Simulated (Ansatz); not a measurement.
Phases of Ca at -0.37 GPa

Structure types of Ca are relaxed in primitive cells with their symmetry kept at -0.37 GPa, on PAW files; LAPW relaxes the small cells further and takes the PAW cell for the others (marked *). The enthalpy is E + pV at zero temperature, without zero-point motion. Only the types listed were tried, and differences under about 5 meV/atom are mesh noise.

Computed with Ansatz 0.2.0; functional PBE, scalar-relativistic. Settings: Fermi–Dirac smearing of 0.08 eV, no spin polarisation. Methods: LAPW: all electrons, basis error target 0.5 meV/atom; PAW: frozen-core files, cutoff 420 eV.

k meshes: fcc 12×12×12, bcc 12×12×12, hcp 11×11×6, A7 10×10×10, sc 11×11×11, dhcp 9×9×3.

Task: Which type is lowest in enthalpy, and by how much?

Result: fcc, 3 meV/atom below hcp, which is within the noise of the k meshes. The whole table:

```tsv
start type	ends as	a, b, c (Å)	V (Å³/atom)	H − H(lowest), LAPW (meV/atom)	same, PAW
fcc	fcc, Fm-3m	5.567, 5.567, 5.567	43.14	1.8	1.8
bcc	bcc, Im-3m	4.419, 4.419, 4.419	43.14	18.1	18.1
hcp	hcp, P6_3/mmc	3.935, 3.935, 6.468	43.37	3.4	3.4
A7	fcc, Fm-3m	5.567, 5.567, 5.567	43.13	0.0	0.0
sc	sc, Pm-3m	3.568, 3.568, 3.568	45.43	392.2	392.2
dhcp*	dhcp, P6_3/mmc	3.933, 3.933, 12.912	43.25	5.6	5.6
```
